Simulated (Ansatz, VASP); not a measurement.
# Mo: VASP beside Ansatz

```
Mo
1.0
     2.56293    0.00000    0.00000
     0.00000    2.56293    0.00000
     0.00000    0.00000    2.56293
Mo
1
Cartesian
  0.0000 0.0000 0.0000
```

The cell was built by a generator and needn't be a form met in nature.

Alike in both runs: task relaxation of cell and atoms; functional RPBE; k mesh 12 × 12 × 12; occupations fermi-dirac, width 0.1 eV; no spin polarisation.

|  | VASP | Ansatz |
| --- | --- | --- |
| version | VASP 6.6.1 | Ansatz 0.2.0 |
| potentials or method | VASP PAW PBE potentials, release 64 (Mo_sv) | plane waves (420 eV) with PAW, scalar-relativistic |
| plane-wave cutoff (eV) | 600 | 420 |
| valence electrons in the cell | 14 | 14 |

Ansatz gave:

- relaxed volume (Å³/atom): 17.94
- relaxed cell length with the largest relative difference (Å): 2.618
- energy change over the relaxation (meV/atom): -43

**Question.** What did VASP give for the same quantities?

**Answer.** Relaxed volume (Å³/atom): 17.97; relaxed cell length with the largest relative difference (Å): 2.619; energy change over the relaxation (meV/atom): -45.

Caveats: the PAW data sets were made with another functional, which shifts forces and pressure a little (VASP).
